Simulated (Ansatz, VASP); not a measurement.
**Two plane-wave programs on Ga5N2**

```xyz
7
Lattice="0.0000 3.7185 3.7185 3.7185 0.0000 3.7185 3.7185 3.7185 0.0000" Properties=species:S:1:pos:R:3 pbc="T T T"
Ga    4.4445    4.4445    4.4445
Ga    2.9924    2.9924    4.4445
Ga    2.9924    4.4445    2.9924
Ga    4.4445    2.9924    2.9924
Ga    1.8592    1.8592    1.8592
N     0.0000    0.0000    0.0000
N     5.5777    5.5777    5.5777
```

Alike in both runs: task single point; functional PBE; k mesh 4 × 4 × 4; occupations gaussian, width 0.1 eV; no spin polarisation.

|  | VASP | Ansatz |
| --- | --- | --- |
| version | VASP 6.6.1 | Ansatz 0.2.0 |
| potentials or method | VASP PAW PBE potentials, release 64 (Ga_d, N) | scalar-relativistic, plane waves, PAW |
| plane-wave cutoff (eV) | 520 | 420 |
| valence electrons in the cell | 75 | 75 |

```tsv
	VASP	Ansatz	Ansatz less VASP
gap on the k mesh at the Fermi level (eV)	none	none	-
rms of the force components (eV/Å)	6.519	6.377	-0.1412
```

Atom by atom the forces differ by 0.141 eV/Å (rms over components). A gap of «none» marks a metal or a gap that the smearing closes. With one functional, cell and mesh, what is left measures potentials, basis and numerics.

Caveats: the k mesh is coarse (spacing up to 0.37 Å⁻¹), so the values aren't converged; forces of over 1 eV/Å show positions far from the minimum, so gaps and moduli don't describe the material at rest.
